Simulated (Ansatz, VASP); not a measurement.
One calculation of Ge, two programs

File INCAR:

```
SYSTEM = Ge
ALGO = Normal
EDIFF = 1E-7
ENCUT = 520
GGA = PS
ISIF = 2
ISMEAR = 1
IVDW = 13
LASPH = .TRUE.
LCHARG = .FALSE.
LREAL = .FALSE.
LWAVE = .FALSE.
NBANDS = 36
NELM = 100
PREC = Accurate
SIGMA = 0.1
```

Contents of KPOINTS:

```
k-points
0
G
  6 6 2
  0 0 0
```

POSCAR

```
Ge
1.0
    4.0504050000      0.0000000000      0.0000000000
   -2.0252020000      3.5077530000      0.0000000000
    0.0000000000      0.0000000000     10.9933590000
Ge
4
Direct
    0.0000000000      0.0000000000      0.9774520000
    0.0000000000      0.0000000000      0.4774520000
    0.3333333333      0.6666666667      0.9148480000
    0.6666666667      0.3333333333      0.4148480000
```

Input for Ansatz:

```yaml
crystal:
  lattice:
    - [4.050405, 0.0, 0.0]
    - [-2.025202, 3.507753, 0.0]
    - [0.0, 0.0, 10.993359]
  atoms:
    - { symbol: Ge, position: [0.0, 0.0, 0.9774520000000001] }
    - { symbol: Ge, position: [0.0, 0.0, 0.477452] }
    - { symbol: Ge, position: [0.33333333333333337, 0.6666666666666666, 0.914848] }
    - { symbol: Ge, position: [0.6666666666666667, 0.3333333333333333, 0.41484799999999994] }
kpoints:
  mp_grid:
    grid: [6, 6, 2]
hamiltonian:
  xc: pbesol
  dispersion: d4
  pseudopotentials:
    kind: paw
scf:
  occupations:
    method: methfessel_paxton
    width: 0.1
```

This isn't the form of Ge at room conditions, which is diamond.

Alike in both runs: task single point; functional PBEsol; dispersion D4; k mesh 6 × 6 × 2; occupations methfessel-paxton of order 1, width 0.1 eV; no spin polarisation.

```csv
,VASP,Ansatz
version,VASP 6.6.1,Ansatz 0.2.0
potentials or method,"VASP PAW PBE potentials, release 64 (Ge_d)","plane waves, PAW"
plane-wave cutoff (eV),520,420
valence electrons in the cell,56,56
```

Ansatz gave:

* dispersion energy (meV/atom): -130.9

Q: Estimate VASP's values.

A: Dispersion energy (meV/atom): -130.8.
